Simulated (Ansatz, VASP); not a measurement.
# Sb: VASP beside Ansatz

INCAR

```
PREC     = Accurate       # precision mode
ENCUT    = 520            # plane-wave cutoff, eV
EDIFF    = 1E-6           # SCF threshold, eV
ISMEAR   = -1             # smearing method
SIGMA    = 0.05           # smearing width, eV
LREAL    = False          # projectors in reciprocal space
LASPH    = True           # aspherical terms in the spheres
NELM     = 100            # most SCF steps
ALGO     = Normal         # electronic algorithm
ISIF     = 2              # what is computed and relaxed
LWAVE    = False          # write WAVECAR
LCHARG   = True           # write CHGCAR
GGA      = PE             # functional
LELF     = True           # ELF
LVHAR    = True         
NBANDS   = 12             # bands
```

File KPOINTS:

```
regular mesh
0
Gamma
  13 13 7
```

The input POSCAR:

```
Sb
1.0
    3.5243328610      0.0000000000      0.0000000000
   -1.7621664305      3.0521617890      0.0000000000
    0.0000000000      0.0000000000      5.4079684495
Sb
2
Direct
    0.3333333333      0.6666666667      0.2500000000
    0.6666666667      0.3333333333      0.7500000000
```

Input for Ansatz:

```yaml
crystal:
  lattice:
    - [3.524332861, 0.0, 0.0]
    - [-1.7621664305, 3.052161789, 0.0]
    - [0.0, 0.0, 5.4079684495]
  atoms:
    - { symbol: Sb, position: [0.3333333333, 0.6666666667, 0.25] }
    - { symbol: Sb, position: [0.6666666667, 0.3333333333, 0.75] }
kpoints:
  mp_grid: { grid: [13, 13, 7] }
scf:
  occupations: { method: fermi_dirac, width: 0.05 }
hamiltonian:
  xc: pbe
  pseudopotentials: { kind: all_electron, lapw: { basis_error: 0.00025 } }
output:
  forces: true
  stress: true
  eigenvalues: true
```

Change from the starting cell: volume scaled by 1.06.

Alike in both runs: task single point; functional PBE; k mesh 13 × 13 × 7; occupations fermi-dirac, width 0.05 eV; no spin polarisation.

|  | VASP | Ansatz |
| --- | --- | --- |
| version | VASP 6.6.1 | Ansatz 0.2.0 |
| potentials or method | VASP PAW PBE potentials, release 64 (Sb) | all-electron LAPW, scalar-relativistic |
| plane-wave cutoff (eV) | 520 | see its input |

Ansatz gave:

```
pressure (GPa) : -3.0
```

Q: What did VASP give for the same quantities?

A: Pressure (GPa): -3.2.

Ansatz ran all-electron here, so the differences hold the error of VASP's frozen core and of both bases.

The runs have no spin-orbit coupling, so splittings on Sb are missing.
